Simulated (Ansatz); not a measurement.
Input for Ansatz (plane-wave DFT, PAW):

```yaml
crystal:
  lattice:
    - [0.1194864, 2.6456826, 2.58885495]
    - [2.70834135, 0.0, 2.70834135]
    - [2.62322775, 2.6800554, 0.0851136]
  atoms:
    - { symbol: Hf, position: [0.0, -0.0375678936, 0.0] }
    - { symbol: O, position: [0.2289059788, 0.2556096055, 0.2974427037] }
    - { symbol: O, position: [0.7710940212, 0.7819582881, 0.7025572963] }
basis:
  ecutwfc: 420
kpoints:
  mp_grid: { grid: [8, 8, 8] }
hamiltonian:
  xc: pbesol
scf:
  occupations: { method: gaussian, width: 0.02 }
output:
  forces: true
  stress: true
  eigenvalues: true
```

Run as
```bash
ansatz run input.yaml --threads 1 --pin off --max-ram 1331MiB --backend cpu --events-out ev --progress --plain --runs-dir out
```

All numbers below come from DFT PBEsol, scalar-relativistic, plane waves, PAW in Ansatz 0.2.0.

Part of what the program printed, abridged:

```
Pseudopotentials: kind: paw
Pseudopotential: Hf, paw, valence charge 26, recommended cutoff 420 eV (normal)
Pseudopotential: O, paw, valence charge 6, recommended cutoff 420 eV (normal)
Functional definition: PBEsol
Crystal: 3 atoms, lattice volume = 36.111 Å³
Basis set: ecut = 420 eV, 703 PW (Γ), exchange–correlation on 50×54×54 points (8 copies of the dense FFT grid, shifted against one another)
Bands: 23, of which v1, the nominal top of the filled ones, is band 19 counted from 1 (18 counted from 0)
Symmetry: 2 space group operations
Space group: C2 (ITA 5), of the structure as read, at distance tolerance 3.3e-5 Å
k-points: 150 of 512 (time reversal used)
Initial density: superposition of atomic densities (neutral atoms: chi_scale 0, normalization atom), corrected by the library's trained network
Initial wavefunctions: pseudopotential atomic-orbital guess
Functional: x = pbesol(κ = 0.804, μ = 0.12345679), c = pbesol(β = 0.046)
SCF iter   1: F=—  HF=-16724.429006 eV  |F-HF|=—  |Δ(HF+E_count)|=         —  Δρ=1.68e-2  dr2=8.65e-2  ethr=1.77e-3  ⟨swp⟩=4.9  Hψ=12816  notcnv=0
SCF iter   2: F=—  HF=-16724.420778 eV  |F-HF|=—  |Δ(HF+E_count)|=   8.23e-3  Δρ=1.24e-2  dr2=4.81e-2  ethr=2.28e-4  ⟨swp⟩=2.1  Hψ=7510  notcnv=0
SCF iter   3: F=—  HF=-16724.408567 eV  |F-HF|=—  |Δ(HF+E_count)|=   1.22e-2  Δρ=1.35e-3  dr2=3.07e-4  ethr=1.27e-4  ⟨swp⟩=2.1  Hψ=6084  notcnv=0
SCF iter   4: F=—  HF=-16724.408730 eV  |F-HF|=—  |Δ(HF+E_count)|=   1.64e-4  Δρ=5.36e-4  dr2=3.24e-5  ethr=8.07e-7  ⟨swp⟩=2.5  Hψ=6199  notcnv=0
SCF iter   5: F=—  HF=-16724.408766 eV  |F-HF|=—  |Δ(HF+E_count)|=   3.63e-5  Δρ=1.43e-4  dr2=2.26e-6  ethr=8.53e-8  ⟨swp⟩=2.4  Hψ=6311  notcnv=0
SCF iter   6: F=-16724.408770 eV  HF=-16724.408770 eV  |F-HF|=1.54e-8  |Δ(HF+E_count)|=   3.78e-6  Δρ=1.51e-5  dr2=5.69e-8  ethr=2.63e-10  ⟨swp⟩=3.6  Hψ=15187  notcnv=0
SCF 1 converged in 6 iterations: F = -16724.408770 eV  dr2 = 5.69e-8
SCF converged after 6 iterations
Free energy (F): -16724.408770 eV
Harris-Foulkes:  -16724.408770 eV  (|F-HF|=1.54e-8)
Internal energy: -16724.408770 eV  (E = F + TS)
E sigma→0 (E₀):  -16724.408770 eV
Fermi energy:    15.714525 eV
--- Per-component energies (eV) ---
  E_band       = -31.679569
  E_kinetic    = 764.116433
  E_local      = -6087.919225  (includes V_loc(G=0)·N_el)
  E_nonlocal   = -1141.811539
  E_hartree    = 2764.849029
  E_xc         = -441.291123
  E_vxc        = -450.287703  (∫ρ·V_xc dr)
  E_paw        = -7109.341096  (= ΣΔE_a)
  E_vpaw       = 1354.523059  (= ΣTr[D̂ρ^β])
  E_aug_tail   = 0.004845  (compensation charges beyond the density's cutoff)
  E_ewald      = -5474.337761
  E_core_change = 1.321667  (= ΣΔE_core)
  E_smearing   =  0.000000  (= −TS)
--- Forces (eV/Å), atoms counted from 1 ---
  atom   1  Hf    -0.21083155     0.00000000    -0.21083155
  atom   2  O     -1.28691833    -1.04570111     1.49839453
  atom   3  O      1.49839453     1.04570111    -1.28691833
--- Stress (GPa, compression-positive) ---
      -13.999503       2.526308      -1.887306
        2.526308     -23.066110      -2.526308
       -1.887306      -2.526308     -13.999503
  P = ⅓ Tr σ = -17.0217 GPa (-170.217 kbar)
--- Band table (eV; the first three rows and the last of 150) ---
  k-point 0: bands = ["-47.4363", "-16.0338", "-15.9703", "-15.9313", "-4.3268", "-1.8211", "2.6187", "2.6393", "2.6465", "2.6498", "2.7050", "2.7178", "2.8643", "8.8396", "9.1773", "9.1925", "12.9524", "13.0898", "13.4408", "17.4042", "18.0845", "18.5407", "22.3462"]
  k-point 1: bands = ["-47.4347", "-16.0398", "-15.9900", "-15.9766", "-4.1106", "-1.9420", "2.6213", "2.6408", "2.6481", "2.6507", "2.7004", "2.7134", "2.8268", "8.9312", "9.3684", "9.6837", "12.4116", "12.7540", "13.1989", "17.7682", "18.2508", "19.0017", "21.8665"]
  k-point 2: bands = ["-47.4310", "-16.1298", "-16.0500", "-15.9930", "-3.5680", "-2.2188", "2.6299", "2.6429", "2.6501", "2.6519", "2.6926", "2.7061", "2.7545", "9.3880", "9.8576", "10.6464", "11.4129", "12.1904", "12.5092", "18.3254", "18.6025", "19.3552", "21.3310"]
  k-point 149: bands = ["-47.4261", "-16.2736", "-16.1289", "-16.0120", "-2.6282", "-2.5817", "2.6244", "2.6272", "2.6559", "2.6639", "2.6818", "2.6951", "2.7231", "7.9446", "10.1306", "11.0049", "11.6880", "12.8205", "14.0248", "17.6495", "18.8454", "19.2504", "20.2459"]
```

The run converged.

Spin–orbit coupling is left out, which can shift energies with elements as heavy as these.